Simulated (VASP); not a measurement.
# Hf (P6/mmm) in VASP: further runs

Runs on Hf. Level: PBEsol. Tasks: relaxation of cell and atoms.

Program: VASP 6.6.1. These are calculated values, not measurements. Logs are shortened: lines on timing, memory, paths and dates and some standing lists are left out, and cuts for length are marked.

**1. The crystal as given**

The structure is hexagonal, space group P6/mmm (No. 191). The conventional cell has a = 4.764 Å, b = 4.764 Å, c = 2.980 Å, α = 90.00°, β = 90.00°, γ = 120.00°. Around Hf (site symmetry -6m2) lie 11 Hf at 2.75 to 3.13 Å. Around Hf (site symmetry 6/mmm) lie 14 Hf at 2.98 to 3.13 Å.

This isn't the form of Hf at room conditions, which is hcp.

**2. Relaxation of cell and atoms, PBEsol, target pressure 12 GPa, at which the enthalpy is minimised**

Contents of INCAR:

```
PREC     = Accurate       # precision mode
ENCUT    = 520            # plane-wave cutoff, eV
EDIFF    = 1E-7           # SCF threshold, eV
ISMEAR   = 0              # smearing method
SIGMA    = 0.1            # smearing width, eV
LREAL    = False          # projectors in reciprocal space
LASPH    = True           # aspherical terms in the spheres
NELM     = 80             # most SCF steps
ALGO     = Fast           # electronic algorithm
ISIF     = 3              # what is computed and relaxed
LWAVE    = False          # write WAVECAR
LCHARG   = False          # write CHGCAR
GGA      = PS             # functional
IBRION   = 2              # ionic algorithm
NSW      = 80             # ionic steps
EDIFFG   = -0.002         # ionic threshold
PSTRESS  = 120.0        
KPAR     = 4
```

Contents of KPOINTS:

```
Automatic mesh
0
Gamma
  6 6 8
```

Contents of POSCAR:

```
Hf                                      
1.0
    4.7637947114     -0.0000000000      0.0000000000
   -2.3818973558      4.1255672566     -0.0000000000
    0.0000000000      0.0000000000      2.9802534179
  Hf            
     3
Direct
     0.6666666699999979    0.3333333300000021    0.5000000000000000
     0.3333333300000021    0.6666666699999979    0.5000000000000000
     0.0000000000000000    0.0000000000000000    0.0000000000000000
```

Potentials or basis: VASP PAW PBE potentials, release 64 (Hf_pv).

Command:

```bash
> cat potpaw_PBE.64/Hf_pv/POTCAR > POTCAR
> mpirun -np 4 vasp_std > vasp.out
```

OUTCAR:

```text
PREC = Accurate
   ENCUT = 520
   EDIFF = 1E-7
   ISMEAR = 0
   LREAL = False
   LASPH = True
   NELM = 80
   ISIF = 3
   GGA = PS
   IBRION = 2
   NSW = 80
   EDIFFG = -0.002
   PSTRESS = 120.0

 ion  position               nearest neighbor table
   1  0.667  0.333  0.500-   2 2.75   2 2.75   2 2.75   3 3.13   3 3.13   3 3.13   3 3.13   3 3.13
                             3 3.13
   2  0.333  0.667  0.500-   1 2.75   1 2.75   1 2.75   3 3.13   3 3.13   3 3.13   3 3.13   3 3.13
                             3 3.13
   3  0.000  0.000  0.000-   1 3.13   2 3.13   1 3.13   2 3.13   1 3.13   1 3.13   2 3.13   2 3.13
                             1 3.13   1 3.13   2 3.13   2 3.13

  LATTYP: Found a hexagonal cell.
 ALAT       =     4.7637947114
 C/A-ratio  =     0.6256049218

  Lattice vectors:

 A1 = (   4.7637947114,   0.0000000000,   0.0000000000)
 A2 = (  -2.3818973558,   4.1255672566,   0.0000000000)
 A3 = (   0.0000000000,   0.0000000000,   2.9802534179)

Analysis of symmetry for initial positions (statically):
=====================================================================
 Subroutine PRICEL returns:
 Original cell was already a primitive cell.

 Routine SETGRP: Setting up the symmetry group for a
 hexagonal supercell.

 Subroutine GETGRP returns: Found 24 space group operations
 (whereof 24 operations were pure point group operations)
 out of a pool of 24 trial point group operations.

The static configuration has the point symmetry D_6h.

Analysis of symmetry for dynamics (positions and initial velocities):
=====================================================================
 Subroutine PRICEL returns:
 Original cell was already a primitive cell.

 Routine SETGRP: Setting up the symmetry group for a
 hexagonal supercell.

 Subroutine GETGRP returns: Found 24 space group operations
 (whereof 24 operations were pure point group operations)
 out of a pool of 24 trial point group operations.

The dynamic configuration has the point symmetry D_6h.

 Subroutine INISYM returns: Found 24 space group operations
 (whereof 24 operations are pure point group operations),
 and found     1 'primitive' translations

----------------------------------------------------------------------------------------

                                     Primitive cell

  volume of cell :      58.5720

  direct lattice vectors                    reciprocal lattice vectors
     4.763794711  0.000000000  0.000000000     0.209916686  0.121195455  0.000000000
    -2.381897356  4.125567257  0.000000000     0.000000000  0.242390910  0.000000000
     0.000000000  0.000000000  2.980253418     0.000000000  0.000000000  0.335541935

  length of vectors
     4.763794711  4.763794727  2.980253418     0.242390910  0.242390910  0.335541935

  position of ions in fractional coordinates (direct lattice)
     0.666666670  0.333333330  0.500000000
     0.333333330  0.666666670  0.500000000
     0.000000000  0.000000000  0.000000000

  ion indices of the primitive-cell ions
   primitive index   ion index
                 1           1
                 2           2
                 3           3

----------------------------------------------------------------------------------------

 KPOINTS: Automatic mesh

Automatic generation of k-mesh.
 Grid dimensions read from file:
 generate k-points for:    6    6    8

 Generating k-lattice:

  Cartesian coordinates                     Fractional coordinates (reciprocal lattice)
     0.034986114  0.020199242  0.000000000     0.166666667  0.000000000  0.000000000
     0.000000000  0.040398485  0.000000000     0.000000000  0.166666667  0.000000000
     0.000000000  0.000000000  0.041942742     0.000000000  0.000000000  0.125000000

  Length of vectors
     0.040398485  0.040398485  0.041942742

  Shift w.r.t. Gamma in fractional coordinates (k-lattice)
     0.000000000  0.000000000  0.000000000

 Subroutine IBZKPT returns following result:
 ===========================================

 Found     35 irreducible k-points:

 Following reciprocal coordinates:
            Coordinates               Weight
  0.000000  0.000000  0.000000      1.000000
  0.166667 -0.000000  0.000000      6.000000
  0.333333  0.000000  0.000000      6.000000
  0.500000 -0.000000  0.000000      3.000000
  0.166667  0.166667  0.000000      6.000000
  0.333333  0.166667  0.000000     12.000000
[... 16 lines left out ...]
  0.166667 -0.000000  0.375000     12.000000
  0.333333  0.000000  0.375000     12.000000
 [... further k-points ...]
   k-points           NKPTS =     35   k-points in BZ     NKDIM =     35   number of bands    NBANDS=     19
   number of dos      NEDOS =    301   number of ions     NIONS =      3
   total plane-waves  NPLWV =  31104
   dimension x,y,z NGX =    36 NGY =   36 NGZ =   24
   dimension x,y,z NGXF=    72 NGYF=   72 NGZF=   48
   ions per type =               3
   NGX,Y,Z   is equivalent  to a cutoff of  12.56, 12.56, 13.39 a.u.
   NGXF,Y,Z  is equivalent  to a cutoff of  25.13, 25.13, 26.78 a.u.
 SYSTEM =  unknown system
   PREC   = accura    normal or accurate (medium, high low for compatibility)
   ISTART =      0    job   : 0-new  1-cont  2-samecut
   ICHARG =      2    charge: 1-file 2-atom 10-const
   ISPIN  =      1    spin polarized calculation?
   LNONCOLLINEAR =      F non collinear calculations
   LSORBIT =      F    spin-orbit coupling
   LASPH  =      T    aspherical Exc in radial PAW
   ENCUT  =  520.0 eV  38.22 Ry    6.18 a.u.   8.86  8.86  5.54*2*pi/ulx,y,z
   NELM   =     80;   NELMIN=  2; NELMDL= -5     # of ELM steps
   EDIFF  = 0.1E-06   stopping-criterion for ELM
   LREAL  =      F    real-space projection
   EDIFFG = -.2E-02   stopping-criterion for IOM
   NSW    =     80    number of steps for IOM
   IBRION =      2    ionic relax: 0-MD 1-quasi-New 2-CG
   NFREE  =      1    steps in history (QN), initial steepest desc. (CG)
   ISIF   =      3    stress and relaxation
   ISYM   =      2    0-nonsym 1-usesym 2-fastsym
   POTIM  = 0.5000    time-step for ionic-motion
   TEBEG  =    0.0;   TEEND  =   0.0 temperature during run
   PSTRESS=  120.0 pullay stress
   NELECT =      30.0000    total number of electrons
   NUPDOWN=      -1.0000    fix difference up-down
   EMIN   =  10.00;   EMAX   =-10.00  energy-range for DOS
   EFERMI =   0.00;   METHOD = LEGACY
   ISMEAR =     0;   SIGMA  =   0.10  broadening in eV -4-tet -1-fermi 0-gaus
   EFERMI_NEDOS =   21; number of points for ismear=-14 and -15
   IALGO  =     68    algorithm
   IMIX   =      4    mixing-type and parameters
     AMIX     =   0.40;   BMIX     =  1.00
     AMIX_MAG =   1.60;   BMIX_MAG =  1.00
  volume/ion in A,a.u.               =      19.52       131.75
  Fermi-wavevector in a.u.,A,eV,Ry     =   1.309841  2.475241 23.343294  1.715684
  Thomas-Fermi vector in A             =   2.440412
   LORBIT       =      0    0 simple, 1 ext, 2 COOP (PROOUT), +10 PAW based schemes
   GGA     = PS    functional components
   LHFCALC =     F    Hartree Fock is set to
   AEXX    =    0.0000 exact exchange contribution
   IVDW    =     0    specifies the selected vdW correction
   LEPSILON=     F    determine dielectric tensor
   LRPA    =     F    only Hartree local field effects (RPA)
 conjugate gradient relaxation of ions
 non-spin polarized calculation
 RMM-DIIS sequential band-by-band and
 Gauss-broadening in eV      SIGMA  =   0.10
  energy-cutoff  :      520.00
  volume of cell :       58.57
 maximum number of plane-waves:      1607
 NGX is ok and might be reduce to    36
   NGX = 17   NGY = 17   NGZ = 11

--------------------------------------- Ionic step        1  -------------------------------------------

 number of electron      29.9999998 magnetization

 Free energy of the ion-electron system (eV)
  ---------------------------------------------------
  ext. energy  EPLUGINS =         0.00000000
  ---------------------------------------------------
  free energy    TOTEN  =       -31.21890762 eV

  energy without entropy =      -31.20690392  energy(sigma->0) =      -31.21290577

------------------------ aborting loop because EDIFF is reached ----------------------------------------

  FORCE on cell =-STRESS in cart. coord.  units (eV):
  Direction    XX          YY          ZZ          XY          YZ          ZX
  --------------------------------------------------------------------------------------
  -------------------------------------------------------------------------------------
  Total        4.3960245      4.3960246      4.3866742     -0.0000000     -0.0000000     -0.0000000
  in kB      120.2488091    120.2488102    119.9930403     -0.0000000     -0.0000000     -0.0000000
  external PRESSURE =       0.1635532 kB  Pullay stress =     120.0000000 kB
[... 63 lines left out ...]
  enthalpy is  TOTEN    =       -26.8319785982 eV   P V=        4.3881941136

--------------------------------------- Ionic step        3  -------------------------------------------

 number of electron      29.9999998 magnetization

 Free energy of the ion-electron system (eV)
  ---------------------------------------------------
  ext. energy  EPLUGINS =         0.00000000
  ---------------------------------------------------
  free energy    TOTEN  =       -31.21948366 eV

  energy without entropy =      -31.20748167  energy(sigma->0) =      -31.21348266

 E-fermi :   5.5509     XC(G=0): -12.0276

 val. band max:        5.5467869145   @ k =   0.3333   0.3333   0.0000
 cond. band min:       5.5932761268   @ k =   0.3333   0.3333   0.3750
 fundamental gap:      0.0464892123
 Fermi energy:         5.5508912371

 k-point     1 :       0.0000    0.0000    0.0000
  band No.  band energies     occupation
      1     -24.9968      2.00000
      2     -24.9968      2.00000
      3     -24.9010      2.00000
      4     -24.9010      2.00000
      5     -24.3591      2.00000
      6     -24.0415      2.00000
[... 11 lines left out ...]
     18       7.8543      0.00000
     19       7.8543      0.00000
[... 489 lines left out ...]
      3     -24.9749      2.00000
      4     -24.6672      2.00000
      5     -24.6472      2.00000
      6     -24.6007      2.00000
[... 11 lines left out ...]
     18       7.3998      0.00000
     19       7.4493      0.00000

 [... further k-points ...]
[... 5 lines left out ...]
  --------------------------------------------------------------------------------------
  -------------------------------------------------------------------------------------
  Total        4.3861902      4.3861902      4.3834966     -0.0000000      0.0000000      0.0000000
  in kB      119.9640613    119.9640624    119.8903905     -0.0000000      0.0000000      0.0000000
  external PRESSURE =      -0.0604953 kB  Pullay stress =     120.0000000 kB
[... 18 lines left out ...]
  FREE ENERGIE OF THE ION-ELECTRON SYSTEM (eV)
  ---------------------------------------------------
  free  energy   TOTEN  =       -31.2194836581 eV

  energy  without entropy=      -31.2074816661  energy(sigma->0) =      -31.21348266

  enthalpy is  TOTEN    =       -26.8319794889 eV   P V=        4.3875041691

 reached required accuracy - stopping structural energy minimisation
```

Wall time 16 s (4 MPI ranks of AMD EPYC 9R45 (Zen 5), shared host); peak memory 0.17 GiB.

Results:

* Free energy: -31.2195 eV
* Relaxed volume: 19.53 Å³/atom
* Relaxed cell: a = 4.764 Å, b = 4.764 Å, c = 2.980 Å, α = 90.00°, β = 90.00°, γ = 120.00°
* Space group after relaxing (to 0.05 Å): P6/mmm (No. 191)
* Energy change on relaxing (the enthalpy is what falls): -0.2 meV/atom
* Ionic steps: 3
* Pressure after relaxing: 12.0 GPa
* Band gap on the k mesh: none (metal or under the smearing width)

The path:
```tsv
step	energy change (eV)	largest force (eV/Å)	pressure (GPa)	volume (Å³)
1	0.0000	0.0000	12.02	58.57
2	-0.0013	0.0000	11.97	58.59
3	-0.0006	0.0000	11.99	58.58
```

Final structure:
```cif
data_structure
_symmetry_space_group_name_H-M 'P 1'
_symmetry_Int_Tables_number 1
_cell_length_a 4.7641
_cell_length_b 4.7641
_cell_length_c 2.9802
_cell_angle_alpha 90.000
_cell_angle_beta 90.000
_cell_angle_gamma 120.000
_cell_volume 58.58
loop_
_atom_site_label
_atom_site_type_symbol
_atom_site_fract_x
_atom_site_fract_y
_atom_site_fract_z
_atom_site_occupancy
Hf1 Hf 0.66667 0.33333 0.50000 1
Hf2 Hf 0.33333 0.66667 0.50000 1
Hf3 Hf 0.00000 0.00000 0.00000 1
```

Caveat: the cell is relaxed towards a set pressure, so the enthalpy falls and the energy may rise; the PAW data sets were made with another functional, which shifts forces and pressure a little.

**3. Relaxation of cell and atoms, PBEsol, target pressure 0.0001 GPa, at which the enthalpy is minimised**

INCAR: that of step 2 with these lines changed.

```diff
@@ -16,3 +16,3 @@
 EDIFFG   = -0.002         # ionic threshold
-PSTRESS  = 120.0        
+PSTRESS  = 0.001        
 KPAR     = 4
```

KPOINTS is that of step 2.

Contents of POSCAR:

```
Hf                                      
1.0
    4.7641116304     -0.0000000000     -0.0000000000
   -2.3820558153      4.1258417177      0.0000000000
    0.0000000000     -0.0000000000      2.9802478720
  Hf            
     3
Direct
     0.6666666699999979    0.3333333300000021    0.5000000000000000
     0.3333333300000021    0.6666666699999979    0.5000000000000000
     0.0000000000000000    0.0000000000000000    0.0000000000000000
```

Potentials or basis: VASP PAW PBE potentials, release 64 (Hf_pv).

Command:

```bash
> cat potpaw_PBE.64/Hf_pv/POTCAR > POTCAR
> mpirun -np 4 vasp_std > vasp.out
```

Wall time 54 s (4 MPI ranks of AMD EPYC 9R45 (Zen 5), shared host); peak memory 0.18 GiB.

The run converged. Its results:

```yaml
Free_energy: -31.4096 eV
Relaxed_volume: 21.34 Å³/atom
Relaxed_cell: a = 4.911 Å, b = 4.911 Å, c = 3.065 Å, α = 90.00°, β = 90.00°, γ = 120.00°
Space_group_after_relaxing_to_0.05_Å: P6/mmm (No. 191)
Energy_change_on_relaxing_the_enthalpy_is_what_falls: -63.4 meV/atom
Ionic_steps: 9
Pressure_after_relaxing: 0.0 GPa
Band_gap_on_the_k_mesh: none (metal or under the smearing width)
```

The path:
```
step  energy change (eV)  largest force (eV/Å)  pressure (GPa)  volume (Å³)
   1              0.0000                0.0000           12.00        58.58
   2              0.1043                0.0000          -10.95        71.87
   3             -0.1898                0.0000           -0.25        64.14
   4             -0.1899                0.0000           -0.01        64.02
   5             -0.1899                0.0000            0.19        63.90
   6             -0.1900                0.0000            0.17        63.91
   7             -0.1900                0.0000            0.18        63.91
   8             -0.1900                0.0000           -0.18        64.10
   9             -0.1901                0.0000            0.00        64.01
```

Final structure:
```
Hf
1.0
     4.91079    0.00000    0.00000
    -2.45540    4.25287    0.00000
     0.00000    0.00000    3.06469
Hf
3
Direct
  0.66667 0.33333 0.50000
  0.33333 0.66667 0.50000
  0.00000 0.00000 0.00000
```

Levels at points of the mesh, in eV from the Fermi level:
```csv
k point,band 13,band 14,band 15,band 16,band 17,band 18
"(0.00, 0.00, 0.00)",-0.61,-0.61,-0.58,-0.58,1.15,2.19
"(0.50, 0.00, 0.00)",-0.51,-0.45,-0.38,0.18,0.90,1.24
"(0.00, 0.00, 0.50)",-2.18,-1.97,-1.97,1.43,1.43,2.09
"(0.50, 0.00, 0.50)",-1.48,-0.82,-0.69,0.57,0.62,1.12
```

Caveat: the cell is relaxed towards a set pressure, so the enthalpy falls and the energy may rise; the PAW data sets were made with another functional, which shifts forces and pressure a little.

(Continued in part 2 of 2.)
